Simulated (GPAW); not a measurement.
# TiCo (Pm-3m) in GPAW: settings compared, part 2 of 2

GPAW 26.7.0. Earlier steps stand in the parts before.

## (3) Equation of state, r2SCAN, collinear spin, ferromagnetic start

File run.py:

```python
from ase import Atoms
from ase.eos import EquationOfState
from ase.io import Trajectory
from ase.units import GPa
from gpaw import GPAW, PW

atoms = Atoms(['Co', 'Ti'],
              cell=[[2.98611099, 0.0, 0.0],
                    [0.0, 2.98611099, 0.0],
                    [0.0, 0.0, 2.98611099]],
              scaled_positions=[[0.5, 0.5, 0.5],
                                [0.0, 0.0, 0.0]],
              pbc=True)
atoms.set_initial_magnetic_moments([2.0, 1.0])

traj = Trajectory('eos.traj', 'w')
volumes, energies = [], []
for x in [0.94, 0.96, 0.98, 1.0, 1.02, 1.04, 1.06]:
    a = atoms.copy()
    a.set_cell(atoms.cell * x**(1 / 3), scale_atoms=True)
    calc = GPAW(mode=PW(600),
                xc='MGGA_X_R2SCAN+MGGA_C_R2SCAN',
                kpts={'size': (9, 9, 9), 'gamma': True},
                occupations={'name': 'fermi-dirac', 'width': 0.05},
                nbands=23,
                convergence={'density': 1e-05, 'energy': 1e-05},
                maxiter=150,
                txt=f'eos-{x:.2f}.txt')
    a.calc = calc
    energies.append(a.get_potential_energy(force_consistent=True))
    volumes.append(a.get_volume())
    p = -a.get_stress()[:3].mean() / GPa
    calc.write(f'eos-{x:.2f}.gpw')
    traj.write(a)
    print(f'{x:.2f} {volumes[-1]:10.4f} A^3 {energies[-1]:14.6f} eV {p:9.3f} GPa', flush=True)

v0, e0, B = EquationOfState(volumes, energies, eos='birchmurnaghan').fit()
print(f'V0 = {v0:.4f} A^3, E0 = {e0:.6f} eV, B0 = {B / GPa:.2f} GPa')
```

Potentials or basis: GPAW PAW data sets (gpaw-data 1.2.1), pw.

Command:

```console
OMP_NUM_THREADS=1 python run.py
```

The program printed:

```text
__  _  _
 | _ |_)|_||  |
 |__||  | ||/\| - 26.7.0

Input parameters:
  mode=PW(ecut=600.0),
  convergence={'density': 1e-05, 'energy': 1e-05},
  kpts=MonkhorstPack(size=(9, 9, 9), gamma=True),
  maxiter=150,
  nbands=23,
  occupations=Occupations(name='fermi-dirac', width=0.05),
  xc=XC(name='MGGA_X_R2SCAN+MGGA_C_R2SCAN')

Diagonalizing LCAO Hamiltonian
Converting LCAO to pw mode
   .------.
  /|      |
 * |      |
 | | Co   |
 | .------.
 |/      /
 Ti-----*

Atoms  # Å, Bohr magnetons
|   | symbol |        x |        y |        z |    initial magnetic moments |
|---|--------|----------|----------|----------|-----------------------------|
| 0 |     Co | 1.472877 | 1.472877 | 1.472877 | ( 0.0000,  0.0000,  2.0000) |
| 1 |     Ti | 0.000000 | 0.000000 | 0.000000 | ( 0.0000,  0.0000,  1.0000) |

Unit cell  # Å
| periodic |        x |        y |        z |  lengths |    angles |
|----------|----------|----------|----------|----------|-----------|
|      yes | 2.945753 | 0.000000 | 0.000000 | 2.945753 | 90.000000 |
|      yes | 0.000000 | 2.945753 | 0.000000 | 2.945753 | 90.000000 |
|      yes | 0.000000 | 0.000000 | 2.945753 | 2.945753 | 90.000000 |

Number of symmetries: 48
Symmetry operations  # r_c * U_cc + t_c -> r_c
|    | kind |            matrix            |
|----|------|------------------------------|
|  0 |  E   |  1, 0, 0,  0, 1, 0,  0, 0, 1 |
|  1 |  σ   |  1, 0, 0,  0, 1, 0,  0, 0,-1 |
|  2 |  σ   |  1, 0, 0,  0, 0, 1,  0, 1, 0 |
|  3 |  C4  |  1, 0, 0,  0, 0, 1,  0,-1, 0 |
|  4 |  C4  |  1, 0, 0,  0, 0,-1,  0, 1, 0 |
|  5 |  σ   |  1, 0, 0,  0, 0,-1,  0,-1, 0 |
|  6 |  σ   |  1, 0, 0,  0,-1, 0,  0, 0, 1 |
|  7 |  C2  |  1, 0, 0,  0,-1, 0,  0, 0,-1 |
|  8 |  σ   |  0, 1, 0,  1, 0, 0,  0, 0, 1 |
|  9 |  C2  |  0, 1, 0,  1, 0, 0,  0, 0,-1 |
| 10 |  C3  |  0, 1, 0,  0, 0, 1,  1, 0, 0 |
| 11 |  S6  |  0, 1, 0,  0, 0, 1, -1, 0, 0 |
| 12 |  S6  |  0, 1, 0,  0, 0,-1,  1, 0, 0 |
| 13 |  C3  |  0, 1, 0,  0, 0,-1, -1, 0, 0 |
| 14 |  C4  |  0, 1, 0, -1, 0, 0,  0, 0, 1 |
| 15 |  S4  |  0, 1, 0, -1, 0, 0,  0, 0,-1 |
| 16 |  C3  |  0, 0, 1,  1, 0, 0,  0, 1, 0 |
| 17 |  S6  |  0, 0, 1,  1, 0, 0,  0,-1, 0 |
| 18 |  σ   |  0, 0, 1,  0, 1, 0,  1, 0, 0 |
| 19 |  C4  |  0, 0, 1,  0, 1, 0, -1, 0, 0 |
| 20 |  C2  |  0, 0, 1,  0,-1, 0,  1, 0, 0 |
| 21 |  S4  |  0, 0, 1,  0,-1, 0, -1, 0, 0 |
| 22 |  S6  |  0, 0, 1, -1, 0, 0,  0, 1, 0 |
| 23 |  C3  |  0, 0, 1, -1, 0, 0,  0,-1, 0 |
| 24 |  S6  |  0, 0,-1,  1, 0, 0,  0, 1, 0 |
| 25 |  C3  |  0, 0,-1,  1, 0, 0,  0,-1, 0 |
| 26 |  C4  |  0, 0,-1,  0, 1, 0,  1, 0, 0 |
| 27 |  σ   |  0, 0,-1,  0, 1, 0, -1, 0, 0 |
| 28 |  S4  |  0, 0,-1,  0,-1, 0,  1, 0, 0 |
| 29 |  C2  |  0, 0,-1,  0,-1, 0, -1, 0, 0 |
| 30 |  C3  |  0, 0,-1, -1, 0, 0,  0, 1, 0 |
| 31 |  S6  |  0, 0,-1, -1, 0, 0,  0,-1, 0 |
| 32 |  C4  |  0,-1, 0,  1, 0, 0,  0, 0, 1 |
| 33 |  S4  |  0,-1, 0,  1, 0, 0,  0, 0,-1 |
| 34 |  S6  |  0,-1, 0,  0, 0, 1,  1, 0, 0 |
| 35 |  C3  |  0,-1, 0,  0, 0, 1, -1, 0, 0 |
| 36 |  C3  |  0,-1, 0,  0, 0,-1,  1, 0, 0 |
| 37 |  S6  |  0,-1, 0,  0, 0,-1, -1, 0, 0 |
| 38 |  σ   |  0,-1, 0, -1, 0, 0,  0, 0, 1 |
| 39 |  C2  |  0,-1, 0, -1, 0, 0,  0, 0,-1 |
| 40 |  σ   | -1, 0, 0,  0, 1, 0,  0, 0, 1 |
| 41 |  C2  | -1, 0, 0,  0, 1, 0,  0, 0,-1 |
| 42 |  C2  | -1, 0, 0,  0, 0, 1,  0, 1, 0 |
| 43 |  S4  | -1, 0, 0,  0, 0, 1,  0,-1, 0 |
| 44 |  S4  | -1, 0, 0,  0, 0,-1,  0, 1, 0 |
| 45 |  C2  | -1, 0, 0,  0, 0,-1,  0,-1, 0 |
| 46 |  C2  | -1, 0, 0,  0,-1, 0,  0, 0, 1 |
| 47 |  i   | -1, 0, 0,  0,-1, 0,  0, 0,-1 |

BZ-sampling:
  Number of BZ points: 729
  Number of IBZ points: 35

  Monkhorst-Pack size: [9, 9, 9]
  Monkhorst-Pack shift: [0, 0, 0]

K-points  # in reciprocal-cell coordinates
|     |                                coordinates |     weight |
|-----|--------------------------------------------|------------|
|   0 | (  0.00000000,   0.00000000,   0.00000000) | 0.00137174 |
|   1 | (  0.11111111,   0.00000000,   0.00000000) | 0.00823045 |
|   2 | (  0.11111111,   0.11111111,   0.00000000) | 0.01646091 |
|   3 | (  0.11111111,   0.11111111,   0.11111111) | 0.01097394 |
|   4 | (  0.22222222,   0.00000000,   0.00000000) | 0.00823045 |
|   5 | (  0.22222222,   0.11111111,   0.00000000) | 0.03292181 |
|   6 | (  0.22222222,   0.11111111,   0.11111111) | 0.03292181 |
|   7 | (  0.22222222,   0.22222222,   0.00000000) | 0.01646091 |
|   8 | (  0.22222222,   0.22222222,   0.11111111) | 0.03292181 |
|   9 | (  0.22222222,   0.22222222,   0.22222222) | 0.01097394 |
| ... |                                            |            |
|  34 | (  0.44444444,   0.44444444,   0.44444444) | 0.01097394 |

Plane wave coefficients: 870
Cutoff: 600.0 eV

Spin-components: 2 (collinear spins)
Bands:           23
Projectors:      12
Spin-degeneracy: 1
Datatype:        complex128

Parallelization:
  kpt:    1
  domain: 1
  band:   1

Density:
  Valence electrons: 21.0
  Components: 2
  Grid points: [18 18 18]
  Charge: 0.0  # |e|

Potential:
  Grid points: [18 18 18]

species:
  Co:
    name:    Cobalt
    Z:       27.0
    valence: 9
    core:    18
    charge:  0.0  # [|e|]
    compensation charges:
      type: gauss
      rc: 0.32  # [Å]
      lmax: 2
    cutoffs:
      filter: 1.87  # [Å]
      core: 2.55  # [Å]
    projectors
    | kind |    occ | energy [eV] | rcut [Å] |
    |------|--------|-------------|----------|
    |   4s |  2.000 |      -5.469 |    1.005 |
    |   4p |  0.000 |      -1.277 |    1.058 |
    |   3d |  7.000 |      -8.205 |    1.005 |
    |    s |        |      21.742 |    1.005 |
    |    p |        |      25.934 |    1.058 |
    |    d |        |      19.007 |    1.005 |

    Using partial waves for Co as LCAO basis

  Ti:
    name:    Titanium
    Z:       22.0
    valence: 12
    core:    10
    charge:  0.0  # [|e|]
    compensation charges:
      type: gauss
      rc: 0.38  # [Å]
      lmax: 2
    cutoffs:
      filter: 2.23  # [Å]
      core: 1.02  # [Å]
    projectors
    | kind |    occ | energy [eV] | rcut [Å] |
    |------|--------|-------------|----------|
    |   3s |  2.000 |     -62.623 |    1.270 |
    |   4s |  2.000 |      -4.466 |    1.270 |
    |   3p |  6.000 |     -38.862 |    1.058 |
    |   4p |  0.000 |      -1.466 |    1.058 |
    |   3d |  2.000 |      -4.258 |    1.058 |
    |    d |        |      22.953 |    1.058 |

    Using partial waves for Ti as LCAO basis

Reference energy: -61126.724187  # eV

eigensolver:
  PPCG
  Converge bands: occupied
  niter=2

density mixing:
  MSR1-Mixer
  Pratt-step length: 0.05
  Maximum mixing coefficient: 0.75
  Old densities: 10
  SVD Regularization: 0.005
  Good broyden scale: 1.0
  Trust region scale: 1.0
  Backstep threshold: 4.0
  History deletion threshold: 6.0
  Fourier metric: weight=20.0, sigma=0.015

occupation numbers:
  Fermi-Dirac:
    width: 0.0500  # eV

poisson solver:
  ecut: 4800.0  # eV

xc functional:
  name: MGGA_X_R2SCAN+MGGA_C_R2SCAN with 2 nearest neighbor stencil

convergence criteria:
- Maximum integral of absolute [dens]ity change: 1e-05 electrons / valence electron
- Maximum [total energy] change in last 3 cyles: 1e-05 eV / valence electron
- Maximum integral of absolute [eigenst]ate change: 4e-08 eV^2 / valence electron
maximum number of iterations: 150

SCF iterations
|iter     | |      energy | eigst |  dens |  magmom |
|---------|-|-------------|-------|-------|---------|
|iter:   1| |  -28.927014 | +0.19 |       |  +3.0077|
|iter:   2| |  -25.527066 | -1.35 | -0.74 |  +2.9095|
|iter:   3| |  -25.665609 | -1.45 | -0.79 |  +2.1429|
|iter:   4| |  -26.024298 | -1.85 | -0.99 |  +1.8618|
|iter:   5| |  -25.719550 | -2.38 | -0.98 |  +1.4689|
|iter:   6| |  -25.837928 | -2.69 | -1.52 |  +0.9876|
|iter:   7| |  -25.846493 | -3.79 | -2.03 |  +0.9251|
|iter:   8| |  -25.854742 | -3.33 | -2.17 |  +0.8941|
|iter:   9| |  -25.855728 | -3.60 | -2.48 |  +0.8559|
|iter:  10| |  -25.856578 | -4.12 | -2.41 |  +0.8725|
|iter:  11| |  -25.856658 | -5.56 | -3.05 |  +0.8627|
|iter:  12| |  -25.856663c| -5.95 | -3.64 |  +0.8642|
|iter:  13| |  -25.856658c| -6.72 | -3.94 |  +0.8641|
|iter:  14| |  -25.856658c| -8.05c| -4.46 |  +0.8641|
|iter:  15| |  -25.856659c| -7.83c| -4.77 |  +0.8641|
|iter:  16| |  -25.856659c| -8.65c| -5.43c|  +0.8640|

Converged in 16 steps
Energy contributions relative to reference atoms: (reference = -61126.724187)

Energy contributions:
  Kinetic:          22.467080
  Coulomb:         -19.834207
  Zero:             -0.184441
  External:          0.000000
  Xc:              -28.298186
  Entropy:          -0.013811
  Spinorbit:         0.000000
  ----------------------------
  Free energy:     -25.863565
  Extrapolated:    -25.856659

dipole moment: (-9.407782, -9.407782, -9.407782)  # |e|*Ang

Total magnetic moment: (0.000000, 0.000000, 0.864038)

Local magnetic moments
|        x |        y |         z |
|----------|----------|-----------|
| 0.000000 | 0.000000 |  1.291033 |  # Co   0
| 0.000000 | 0.000000 | -0.180031 |  # Ti   1

Fermi level: 10.729
Eigenvalues  # (at kpt = [0.000, 0.000, 0.000])
| band index |      eig [eV] | occ [0-1] |      eig [eV] | occ [0-1] |
|------------|---------------|-----------|---------------|-----------|
|          0 |       -48.561 |     1.000 |       -48.803 |     1.000 |
|        ... |               |           |               |           |
|          2 |       -23.606 |     1.000 |       -23.841 |     1.000 |
|          3 |       -23.606 |     1.000 |       -23.841 |     1.000 |
|          4 |         2.556 |     1.000 |         2.125 |     1.000 |
|          5 |         5.829 |     1.000 |         7.027 |     1.000 |
|          6 |         5.829 |     1.000 |         7.027 |     1.000 |
|          7 |         8.353 |     1.000 |         9.225 |     1.000 |
[... 8 lines left out ...]
|         16 |        20.277 |     0.000 |        20.264 |     0.000 |
|         17 |        20.277 |     0.000 |        20.264 |     0.000 |
|        ... |               |           |               |           |
|         22 |        33.083 |     0.000 |        32.779 |     0.000 |

No gap
No difference between direct/indirect transitions

Stress tensor  # eV/Ang^3
|         x |         y |         z |
|-----------|-----------|-----------|
| -0.046015 | -0.000000 |  0.000000 |
| -0.000000 | -0.046015 |  0.000000 |
|  0.000000 |  0.000000 | -0.046015 |

# Writing to eos-0.96.gpw (mode='')
```

Run time: 12 min. Hardware: 1 thread of Arm Neoverse V2, shared host; peak memory 0.97 GiB.

What came out:

| Quantity | Value |
| --- | --- |
| Equilibrium volume | 13.42 Å³/atom (rough: see the caveat) |
| Bulk modulus | 158 GPa (rough) |

Energy against volume, from the lowest point:
```tsv
volume (Å³/atom)	energy (meV/atom)
12.515	33.41
12.781	15.78
13.047	4.78
13.313	0.00
13.580	0.50
13.846	5.90
14.112	15.84
```

Caveat: the points scatter about the fit; the PAW data sets were made with another functional, which shifts forces and pressure a little.
